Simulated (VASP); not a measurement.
# InP (F-43m) in VASP: a series of runs, part 2 of 2

VASP 6.6.1. Earlier steps stand in the parts before.

## 5. Relaxation of cell and atoms, PBE

This run uses another cell than the first one, of 27.01 Å³/atom, 1.073 times its volume.

INCAR reads:

```
ALGO = Normal ; EDIFF = 1E-7
EDIFFG = -0.005 ; ENCUT = 300
GGA = PE ; IBRION = 2
ISIF = 3 ; ISMEAR = 0
LASPH = True ; LCHARG = False
LREAL = False ; LWAVE = False
NELM = 80 ; NSW = 90
PREC = Accurate ; SIGMA = 0.03
```

KPOINTS reads:

```
k-points
0
Gamma
  4 4 4
```

POSCAR reads:

```
InP                                     
1.0
   -0.0000000000      3.0005060191      3.0005060191
    3.0005060191     -0.0000000000      3.0005060191
    3.0005060191      3.0005060191     -0.0000000000
  In              P             
     1     1
Direct
     0.0000000000000000    0.0000000000000000    0.0000000000000000
     0.2500000000000000    0.2500000000000000    0.2500000000000000
```

Potentials or basis: VASP PAW PBE potentials, release 64 (In, P).

Run with:

```bash
cat potpaw_PBE.64/In/POTCAR potpaw_PBE.64/P/POTCAR > POTCAR
mpirun -np 1 vasp_std > vasp.out
```

OUTCAR:

```text
EDIFF = 1E-7
   EDIFFG = -0.005
   ENCUT = 300
   GGA = PE
   IBRION = 2
   ISIF = 3
   ISMEAR = 0
   LASPH = True
   LREAL = False
   NELM = 80
   NSW = 90
   PREC = Accurate

 ion  position               nearest neighbor table
   1  0.000  0.000  0.000-   2 2.60   2 2.60   2 2.60   2 2.60
   2  0.250  0.250  0.250-   1 2.60   1 2.60   1 2.60   1 2.60

  LATTYP: Found a face centered cubic cell.
 ALAT       =     6.0010120382

  Lattice vectors:

 A1 = (   0.0000000000,   3.0005060191,   3.0005060191)
 A2 = (   3.0005060191,   0.0000000000,   3.0005060191)
 A3 = (   3.0005060191,   3.0005060191,   0.0000000000)

Analysis of symmetry for initial positions (statically):
=====================================================================
 Subroutine PRICEL returns:
 Original cell was already a primitive cell.

 Routine SETGRP: Setting up the symmetry group for a
 face centered cubic supercell.

 Subroutine GETGRP returns: Found 24 space group operations
 (whereof 24 operations were pure point group operations)
 out of a pool of 48 trial point group operations.

The static configuration has the point symmetry T_d .

Analysis of symmetry for dynamics (positions and initial velocities):
=====================================================================
 Subroutine PRICEL returns:
 Original cell was already a primitive cell.

 Routine SETGRP: Setting up the symmetry group for a
 face centered cubic supercell.

 Subroutine GETGRP returns: Found 24 space group operations
 (whereof 24 operations were pure point group operations)
 out of a pool of 48 trial point group operations.

The dynamic configuration has the point symmetry T_d .

 Subroutine INISYM returns: Found 24 space group operations
 (whereof 24 operations are pure point group operations),
 and found     1 'primitive' translations

----------------------------------------------------------------------------------------

                                     Primitive cell

  volume of cell :      54.0273
[... 98 lines left out ...]
   LHFCALC =     F    Hartree Fock is set to
   AEXX    =    0.0000 exact exchange contribution
   IVDW    =     0    specifies the selected vdW correction
   LEPSILON=     F    determine dielectric tensor
   LRPA    =     F    only Hartree local field effects (RPA)
 conjugate gradient relaxation of ions
 non-spin polarized calculation
 Gauss-broadening in eV      SIGMA  =   0.03
  energy-cutoff  :      300.00
  volume of cell :       54.03
 maximum number of plane-waves:       648
   NGX = 11   NGY = 11   NGZ = 11

 number of electron       7.9999995 magnetization

 Free energy of the ion-electron system (eV)
  ---------------------------------------------------
  ext. energy  EPLUGINS =         0.00000000
  ---------------------------------------------------
  free energy    TOTEN  =        -8.23716810 eV

  energy without entropy =       -8.23716810  energy(sigma->0) =       -8.23716810

 E-fermi :   3.4324     XC(G=0):  -8.7181

 val. band max:        3.2693544689   @ k =   0.0000   0.0000   0.0000
 cond. band min:       3.6261555587   @ k =   0.0000   0.0000   0.0000
 fundamental gap:      0.3568010898
 Fermi energy:         3.4324237026

 k-point     1 :       0.0000    0.0000    0.0000
  band No.  band energies     occupation
      1      -7.7716      2.00000
      2       3.2694      2.00000
      3       3.2694      2.00000
      4       3.2694      2.00000
      5       3.6262      0.00000
      6       7.3622      0.00000
      7       7.3622      0.00000
      8       7.3622      0.00000
[... 67 lines left out ...]
 k-point     8 :      -0.2500    0.5000    0.2500
  band No.  band energies     occupation
      1      -5.8230      2.00000
      2      -2.0374      2.00000
      3       0.5835      2.00000
      4       0.6635      2.00000
      5       7.3840      0.00000
      6       7.5518      0.00000
      7       8.6591      0.00000
      8       9.4793      0.00000

------------------------ aborting loop because EDIFF is reached ----------------------------------------

  FORCE on cell =-STRESS in cart. coord.  units (eV):
  Direction    XX          YY          ZZ          XY          YZ          ZX
  --------------------------------------------------------------------------------------
  -------------------------------------------------------------------------------------
  Total        0.0098421      0.0098421      0.0098421     -0.0000000     -0.0000000     -0.0000000
  in kB        0.2918676      0.2918676      0.2918676     -0.0000000     -0.0000000     -0.0000000
  external PRESSURE =       0.2918676 kB  Pullay stress =       0.0000000 kB

 VOLUME and BASIS-vectors are now :
 -----------------------------------------------------------------------------
  energy-cutoff  :      300.00
  volume of cell :       54.03
      direct lattice vectors                 reciprocal lattice vectors
     0.000000000  3.000506019  3.000506019    -0.166638559  0.166638559  0.166638559
     3.000506019  0.000000000  3.000506019     0.166638559 -0.166638559  0.166638559
     3.000506019  3.000506019  0.000000000     0.166638559  0.166638559 -0.166638559

 POSITION                                       TOTAL-FORCE (eV/Angst)
 -----------------------------------------------------------------------------------
      0.00000      0.00000      0.00000        -0.000000      0.000000     -0.000000
      1.50025      1.50025      1.50025         0.000000     -0.000000      0.000000
 -----------------------------------------------------------------------------------
    total drift:                               -0.000000     -0.000000     -0.000000

  FREE ENERGIE OF THE ION-ELECTRON SYSTEM (eV)
  ---------------------------------------------------
  free  energy   TOTEN  =        -8.2371681018 eV

  energy  without entropy=       -8.2371681018  energy(sigma->0) =       -8.23716810

 reached required accuracy - stopping structural energy minimisation
```

CONTCAR:

```text
InP
   1.00000000000000
     0.0000000000000000    3.0005060190999999    3.0005060190999999
     3.0005060190999999    0.0000000000000000    3.0005060190999999
     3.0005060190999999    3.0005060190999999    0.0000000000000000
  In              P
     1     1
Direct
     0.0000000000000000    0.0000000000000000    0.0000000000000000
     0.2500000000000000    0.2500000000000000    0.2500000000000000

  0.00000000E+00  0.00000000E+00  0.00000000E+00
  0.00000000E+00  0.00000000E+00  0.00000000E+00
```

It took 3 s on 1 thread of Intel Xeon Platinum 8488C (Sapphire Rapids), shared host; peak memory 0.13 GiB.

What came out:

```yaml
Free_energy: -8.2372 eV
Pressure_after_relaxing: 0.0 GPa
Band_gap_on_the_k_mesh: 0.36 eV, direct
```

Final structure:
```
In P
1.0
     0.00000    3.00051    3.00051
     3.00051    0.00000    3.00051
     3.00051    3.00051    0.00000
In P
1 1
Direct
  0.00000 0.00000 0.00000
  0.25000 0.25000 0.25000
```

Caveat: the k mesh is coarse (spacing up to 0.45 Å⁻¹), so the values aren't converged; the cutoff is under 1.25 times the usual one of these potentials, so pressure, stress and relaxed cells hold a basis-set (Pulay) error; the relaxation stopped at its first step, so nothing moved; spin-orbit coupling is left out, which moves the levels of the heavy elements. A hybrid or GW would open this gap; PBE tends to underestimate it.
